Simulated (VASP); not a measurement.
# TiO2 (Anatase) (I4_1/amd) in VASP: notebook

Runs on TiO2 (Anatase). Level: PBE. Tasks: single point.

All numbers are computed with VASP 6.6.1; they aren't measurements. Logs are shortened: lines on timing, memory, paths and dates and some standing lists are left out, and cuts for length are marked.

### Step 1. Starting point

The structure is tetragonal, space group I4_1/amd (No. 141). Conventional cell: a = 3.784 Å, b = 3.784 Å, c = 9.515 Å, α = 90.00°, β = 90.00°, γ = 90.00°. Around Ti (site symmetry -4m2) lie 6 O at 1.93 to 1.98 Å. O (site symmetry 2mm) has 3 Ti at 1.93 to 1.98 Å as nearest neighbours.

### Step 2. Single point, PBE

Input file INCAR:

```
  ADDGRID = F
  ALGO = Normal
  EDIFF = 1E-7
  ENCUT = 220
  GGA = PE
  ISIF = 2
  ISMEAR = 0
  LASPH = T
  LCHARG = F
  LREAL = F
  LWAVE = F
  NELM = 100
  PREC = Accurate
  SIGMA = 0.05
```

Input file KPOINTS:

```
k-points
0
Gamma
  7 7 7
```

Input file POSCAR:

```
TiO2
1.0
   -1.8921000000      1.8921000000      4.7573000000
    1.8921000000     -1.8921000000      4.7573000000
    1.8921000000      1.8921000000     -4.7573000000
Ti O
2 4
Direct
    0.7500000000      0.2500000000      0.5000000000
    0.0000000000      0.0000000000      0.0000000000
    0.7919000000      0.7919000000      0.0000000000
    0.5419000000      0.0419000000      0.5000000000
    0.9581000000      0.4581000000      0.5000000000
    0.2081000000      0.2081000000      0.0000000000
```

Potentials or basis: VASP PAW PBE potentials, release 64 (Ti, O).

Run with:

```console
cat potpaw_PBE.64/Ti/POTCAR potpaw_PBE.64/O/POTCAR > POTCAR
mpirun -np 1 vasp_std > vasp.out
```

OUTCAR:

```text
EDIFF = 1E-7
   ENCUT = 220
   GGA = PE
   ISIF = 2
   ISMEAR = 0
   LASPH = T
   LREAL = F
   NELM = 100
   PREC = Accurate

 Found     40 irreducible k-points:

 Following reciprocal coordinates:
            Coordinates               Weight
  0.000000  0.000000  0.000000      1.000000
  0.142857  0.000000  0.000000      8.000000
  0.285714  0.000000  0.000000      8.000000
  0.428571 -0.000000  0.000000      8.000000
  0.142857  0.142857  0.000000      8.000000
  0.285714  0.142857  0.000000     16.000000
   k-points           NKPTS =     40   k-points in BZ     NKDIM =     40   number of bands    NBANDS=     20
   number of dos      NEDOS =    301   number of ions     NIONS =      6
   total plane-waves  NPLWV =  21952
   dimension x,y,z NGX =    28 NGY =   28 NGZ =   28
   dimension x,y,z NGXF=    56 NGYF=   56 NGZF=   56
   ions per type =               2   4
   NGX,Y,Z   is equivalent  to a cutoff of   8.53,  8.53,  8.53 a.u.
   NGXF,Y,Z  is equivalent  to a cutoff of  17.06, 17.06, 17.06 a.u.
 SYSTEM =  unknown system
   PREC   = accura    normal or accurate (medium, high low for compatibility)
   ISTART =      0    job   : 0-new  1-cont  2-samecut
   ICHARG =      2    charge: 1-file 2-atom 10-const
   ISPIN  =      1    spin polarized calculation?
   LNONCOLLINEAR =      F non collinear calculations
   LSORBIT =      F    spin-orbit coupling
   LASPH  =      T    aspherical Exc in radial PAW
   ENCUT  =  220.0 eV  16.17 Ry    4.02 a.u.   6.60  6.60  6.60*2*pi/ulx,y,z
   NELM   =    100;   NELMIN=  2; NELMDL= -5     # of ELM steps
   EDIFF  = 0.1E-06   stopping-criterion for ELM
   LREAL  =      F    real-space projection
   EDIFFG = 0.1E-05   stopping-criterion for IOM
   NSW    =      0    number of steps for IOM
   IBRION =     -1    ionic relax: 0-MD 1-quasi-New 2-CG
   NFREE  =      0    steps in history (QN), initial steepest desc. (CG)
   ISIF   =      2    stress and relaxation
   ISYM   =      2    0-nonsym 1-usesym 2-fastsym
   POTIM  = 0.5000    time-step for ionic-motion
   TEBEG  =    0.0;   TEEND  =   0.0 temperature during run
   PSTRESS=    0.0 pullay stress
   NELECT =      32.0000    total number of electrons
   NUPDOWN=      -1.0000    fix difference up-down
   EMIN   =  10.00;   EMAX   =-10.00  energy-range for DOS
   EFERMI =   0.00;   METHOD = LEGACY
   ISMEAR =     0;   SIGMA  =   0.05  broadening in eV -4-tet -1-fermi 0-gaus
   EFERMI_NEDOS =   21; number of points for ismear=-14 and -15
   IALGO  =     38    algorithm
   IMIX   =      4    mixing-type and parameters
     AMIX     =   0.40;   BMIX     =  1.00
     AMIX_MAG =   1.60;   BMIX_MAG =  1.00
  volume/ion in A,a.u.               =      11.35        76.62
  Fermi-wavevector in a.u.,A,eV,Ry     =   1.272590  2.404847 22.034444  1.619486
  Thomas-Fermi vector in A             =   2.405460
   LORBIT       =      0    0 simple, 1 ext, 2 COOP (PROOUT), +10 PAW based schemes
   GGA     = PE    functional components
   LHFCALC =     F    Hartree Fock is set to
   AEXX    =    0.0000 exact exchange contribution
   IVDW    =     0    specifies the selected vdW correction
   LEPSILON=     F    determine dielectric tensor
   LRPA    =     F    only Hartree local field effects (RPA)
 non-spin polarized calculation
 Gauss-broadening in eV      SIGMA  =   0.05
  energy-cutoff  :      220.00
  volume of cell :       68.13
 maximum number of plane-waves:       527
   NGX = 13   NGY = 13   NGZ = 13

 number of electron      31.9999994 magnetization

 Free energy of the ion-electron system (eV)
  ---------------------------------------------------
  ext. energy  EPLUGINS =         0.00000000
  ---------------------------------------------------
  free energy    TOTEN  =       -53.96677364 eV

  energy without entropy =      -53.96677364  energy(sigma->0) =      -53.96677364

 E-fermi :   0.8324     XC(G=0): -10.5381

 val. band max:        0.5955244882   @ k =  -0.4286   0.4286   0.0000
 cond. band min:       2.6542486360   @ k =   0.0000   0.0000   0.0000
 fundamental gap:      2.0587241478
 Fermi energy:         0.8323639668

 k-point     1 :       0.0000    0.0000    0.0000
  band No.  band energies     occupation
      1     -17.8358      2.00000
      2     -16.8899      2.00000
      3     -16.8694      2.00000
      4     -16.4178      2.00000
      5      -3.4690      2.00000
      6      -3.3937      2.00000
      7      -3.3937      2.00000
      8      -2.9525      2.00000
      9      -1.6366      2.00000
     10      -1.6366      2.00000
     11      -1.5575      2.00000
     12      -0.2176      2.00000
     13      -0.1873      2.00000
     14      -0.1873      2.00000
     15       0.1000      2.00000
     16       0.1000      2.00000
     17       2.6542      0.00000
     18       3.3625      0.00000
     19       4.4519      0.00000
     20       4.4529      0.00000

 k-point     2 :       0.1429    0.0000    0.0000
  band No.  band energies     occupation
      1     -17.7392      2.00000
      2     -16.8296      2.00000
      3     -16.8054      2.00000
      4     -16.4069      2.00000
      5      -3.6365      2.00000
      6      -3.4438      2.00000
      7      -3.3151      2.00000
      8      -2.9159      2.00000
      9      -1.6541      2.00000
     10      -1.5566      2.00000
     11      -1.3721      2.00000
     12      -0.6412      2.00000
     13      -0.3125      2.00000
     14      -0.1868      2.00000
     15      -0.1003      2.00000
     16       0.2148      2.00000
     17       3.1241      0.00000
     18       3.4435      0.00000
     19       4.0288      0.00000
     20       4.2388      0.00000

 k-point     3 :       0.2857    0.0000    0.0000
  band No.  band energies     occupation
      1     -17.5252      2.00000
      2     -16.7315      2.00000
      3     -16.7111      2.00000
      4     -16.3950      2.00000
      5      -4.0628      2.00000
      6      -3.3551      2.00000
      7      -3.2725      2.00000
      8      -2.9356      2.00000
      9      -2.1889      2.00000
     10      -1.5813      2.00000
     11      -1.2425      2.00000
     12      -1.1712      2.00000
     13      -0.8991      2.00000
     14      -0.2177      2.00000
     15      -0.1389      2.00000
     16       0.1019      2.00000
     17       3.5486      0.00000
     18       3.8468      0.00000
     19       3.9440      0.00000
     20       4.1200      0.00000

 k-point     4 :       0.4286   -0.0000    0.0000
  band No.  band energies     occupation
      1     -17.3360      2.00000
      2     -16.6598      2.00000
      3     -16.5812      2.00000
      4     -16.4264      2.00000
      5      -4.0281      2.00000
      6      -3.4264      2.00000
      7      -3.2548      2.00000
      8      -3.1416      2.00000
      9      -2.7226      2.00000
     10      -1.5914      2.00000
     11      -1.4048      2.00000
     12      -1.3118      2.00000
     13      -1.2116      2.00000
     14      -0.2914      2.00000
     15      -0.1065      2.00000
     16       0.0511      2.00000
     17       3.7181      0.00000
     18       4.0507      0.00000
     19       4.0658      0.00000
     20       4.1721      0.00000

 k-point     5 :       0.1429    0.1429    0.0000
  band No.  band energies     occupation
      1     -17.6275      2.00000
      2     -16.8165      2.00000
      3     -16.7485      2.00000
      4     -16.4193      2.00000
      5      -3.7091      2.00000
      6      -3.5972      2.00000
      7      -3.3964      2.00000
      8      -2.8671      2.00000
      9      -1.9157      2.00000
     10      -1.4127      2.00000
     11      -1.0927      2.00000
     12      -0.8885      2.00000
     13      -0.7009      2.00000
     14      -0.4907      2.00000
     15      -0.1111      2.00000
     16       0.3631      2.00000
     17       3.4212      0.00000
     18       3.4479      0.00000
     19       3.8625      0.00000
     20       4.1844      0.00000

 k-point     6 :       0.2857    0.1429    0.0000
  band No.  band energies     occupation
      1     -17.3862      2.00000
      2     -16.7400      2.00000
      3     -16.6640      2.00000
      4     -16.4058      2.00000
      5      -4.0749      2.00000
      6      -3.6260      2.00000
      7      -3.2409      2.00000
      8      -2.9243      2.00000
      9      -2.2624      2.00000
     10      -1.9454      2.00000
     11      -1.4889      2.00000
     12      -1.0389      2.00000
     13      -0.8288      2.00000
     14      -0.5585      2.00000
     15      -0.0682      2.00000
     16       0.3248      2.00000
     17       3.4977      0.00000
     18       3.7319      0.00000
     19       3.9750      0.00000
     20       4.1781      0.00000

 [... further k-points ...]

------------------------ aborting loop because EDIFF is reached ----------------------------------------

  FORCE on cell =-STRESS in cart. coord.  units (eV):
  Direction    XX          YY          ZZ          XY          YZ          ZX
  --------------------------------------------------------------------------------------
  -------------------------------------------------------------------------------------
  Total      -57.2422411    -57.2422411    -57.6121165      0.0000000      0.0000000      0.0000000
  in kB    -1346.2276570  -1346.2276570  -1354.9264188      0.0000000      0.0000000      0.0000000
  external PRESSURE =   -1349.1272443 kB  Pullay stress =       0.0000000 kB

 VOLUME and BASIS-vectors are now :
 -----------------------------------------------------------------------------
  energy-cutoff  :      220.00
  volume of cell :       68.13
      direct lattice vectors                 reciprocal lattice vectors
    -1.892100000  1.892100000  4.757300000     0.000000000  0.264256646  0.105101633
     1.892100000 -1.892100000  4.757300000     0.264256646  0.000000000  0.105101633
     1.892100000  1.892100000 -4.757300000     0.264256646  0.264256646  0.000000000

 POSITION                                       TOTAL-FORCE (eV/Angst)
 -----------------------------------------------------------------------------------
      0.00000      1.89210      2.37865         0.000000      0.000000      0.000000
      0.00000      0.00000      0.00000         0.000000      0.000000      0.000000
      0.00000      0.00000      7.53461         0.000000     -0.000000     -0.146403
      0.00000      1.89210      0.39866        -0.000000      0.000000     -0.146403
      0.00000      1.89210      4.35864        -0.000000      0.000000      0.146403
      0.00000      0.00000      1.97999         0.000000     -0.000000      0.146403
 -----------------------------------------------------------------------------------
    total drift:                                0.000000      0.000000     -0.000000

  FREE ENERGIE OF THE ION-ELECTRON SYSTEM (eV)
  ---------------------------------------------------
  free  energy   TOTEN  =       -53.9667736439 eV

  energy  without entropy=      -53.9667736439  energy(sigma->0) =      -53.96677364
```

It took 20 s on 1 thread of Intel Xeon Platinum 8488C (Sapphire Rapids), shared host; peak memory 0.15 GiB.

The run converged, but a check on its numbers failed (symmetry, net force, bounds or a known fault of this set-up), so they aren't taken as properties of the crystal.

Caveat: the cutoff lies under the usual one of these potentials, so the numbers hold a large basis-set error; a pressure of tens of GPa on the cell as given is suspect, and the run, the potentials or the cell itself is likely at fault; an odd mesh through Γ misses points on the zone boundary, where band edges often lie.

### Step 3. Single point, PBE

Changes to INCAR since step 2:

```diff
@@ -3,3 +3,3 @@
   EDIFF = 1E-7
-  ENCUT = 220
+  ENCUT = 460
   GGA = PE
@@ -13,2 +13,2 @@
   PREC = Accurate
-  SIGMA = 0.05
+  SIGMA = 0.5
```

Input file KPOINTS:

```
k-points
0
Gamma
  5 5 5
```

POSCAR is that of step 2.

Potentials or basis: VASP PAW PBE potentials, release 64 (Ti, O).

Run with:

```console
cat potpaw_PBE.64/Ti/POTCAR potpaw_PBE.64/O/POTCAR > POTCAR
mpirun -np 1 vasp_std > vasp.out
```

Wall time 32 s (1 thread of Intel Xeon Platinum 8488C (Sapphire Rapids), shared host); peak memory 0.24 GiB.

The run converged, but some of its settings lie outside the range that counts as converged, so its numbers aren't taken as properties of the crystal.

What came out:

| Item | Value |
| --- | --- |
| Free energy | -52.9275 eV |
| Pressure | 7.6 GPa |
| Largest force | 0.163 eV/Å |
| Band gap on the k mesh | 1.95 eV, indirect (least direct gap 2.28 eV) |

Caveat: the k mesh is coarse (spacing up to 0.47 Å⁻¹), so the values aren't converged; the cutoff is under 1.25 times the usual one of these potentials, so pressure, stress and relaxed cells hold a basis-set (Pulay) error; an odd mesh through Γ misses points on the zone boundary, where band edges often lie.

### Step 4. Single point, PBE

Changes to INCAR since step 3:

```diff
@@ -13,2 +13,2 @@
   PREC = Accurate
-  SIGMA = 0.5
+  SIGMA = 0.1
```

KPOINTS is that of step 3.

POSCAR is that of step 3.

Run with:

```console
cat potpaw_PBE.64/Ti/POTCAR potpaw_PBE.64/O/POTCAR > POTCAR
mpirun -np 1 vasp_std > vasp.out
```

Wall time 32 s (1 thread of Intel Xeon Platinum 8488C (Sapphire Rapids), shared host); peak memory 0.24 GiB.

These settings aren't checked as converged: the numbers below hold their error.

Results:

* Free energy: -52.9274 eV
* Pressure: 7.6 GPa
* Largest force: 0.163 eV/Å
* Band gap on the k mesh: 1.95 eV, indirect (least direct gap 2.27 eV)

Caveat: the k mesh is coarse (spacing up to 0.47 Å⁻¹), so the values aren't converged; the cutoff is under 1.25 times the usual one of these potentials, so pressure, stress and relaxed cells hold a basis-set (Pulay) error; an odd mesh through Γ misses points on the zone boundary, where band edges often lie.

### Step 5. Single point, PBE

Changes to INCAR since step 4:

```diff
@@ -12,3 +12,3 @@
   NELM = 100
-  PREC = Accurate
-  SIGMA = 0.1
+  PREC = Low
+  SIGMA = 0.05
```

KPOINTS is that of step 4.

POSCAR is that of step 4.

Run with:

```console
cat potpaw_PBE.64/Ti/POTCAR potpaw_PBE.64/O/POTCAR > POTCAR
mpirun -np 1 vasp_std > vasp.out
```

It took 16 s on 1 thread of Intel Xeon Platinum 8488C (Sapphire Rapids), shared host; peak memory 0.13 GiB.

The run converged, but some of its settings lie outside the range that counts as converged, so its numbers aren't taken as properties of the crystal.

Results:

- Free energy: -52.9382 eV
- Pressure: 7.7 GPa
- Largest force: 0.176 eV/Å
- Band gap on the k mesh: 1.95 eV, indirect (least direct gap 2.27 eV)

Caveat: the k mesh is coarse (spacing up to 0.47 Å⁻¹), so the values aren't converged; the cutoff is under 1.25 times the usual one of these potentials, so pressure, stress and relaxed cells hold a basis-set (Pulay) error; an odd mesh through Γ misses points on the zone boundary, where band edges often lie.

### Step 6. The reference run

An earlier run on the cell as given: functional PBEsol; potentials or basis VASP PAW PBE potentials, release 64 (Ti_sv, O); cutoff 520 eV; k mesh 10 × 10 × 10; occupations fermi-dirac, width 0.05 eV; no spin polarisation.

- Pressure: -0.4 GPa
- Largest force: 0.012 eV/Å
- Band gap on the k mesh: 2.06 eV, indirect (least direct gap 2.40 eV)
